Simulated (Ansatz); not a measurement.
## SrCl2 in Ansatz: the effect of functional

SrCl2:

```
Sr Cl
1.0
     0.00000    3.44120    3.44120
     3.44120    0.00000    3.44120
     3.44120    3.44120    0.00000
Sr Cl
1 2
Direct
  0.00000 0.00000 0.00000
  0.75000 0.75000 0.75000
  0.25000 0.25000 0.25000
```

The cell isn't the ideal one: volume scaled by 0.96.

Alike in all runs:

```yaml
Program: Ansatz 0.2.0
Task: single point
Potentials_or_basis: Ansatz PAW
k_mesh: 7 × 7 × 7
Occupations: fermi-dirac, width 0.05 eV
Spin: no spin polarisation
```

```tsv
functional	cutoff	gap on the mesh (eV)	pressure (GPa)
LDA	420 eV (not typed: the program's choice for these potentials)	5.07	-1.5
PBEsol	420 eV (not typed: the program's choice for these potentials)	5.33	0.4
r2SCAN	500 eV (not typed: the program's choice for these potentials)	?	?
```

Q: What does the run with functional r2SCAN give?

A: gap on the mesh 6.07 eV; pressure 2.0 GPa.

Caveats: odd divisions of the mesh miss points on the zone boundary, where band edges often lie, so the gap on the mesh can be too wide; the PAW data sets come from PBE, with cores solved anew for the run's functional, which leaves a small shift of forces and pressure.

A k mesh can miss the band edges.

Runs at the PBE level aren't shown here.
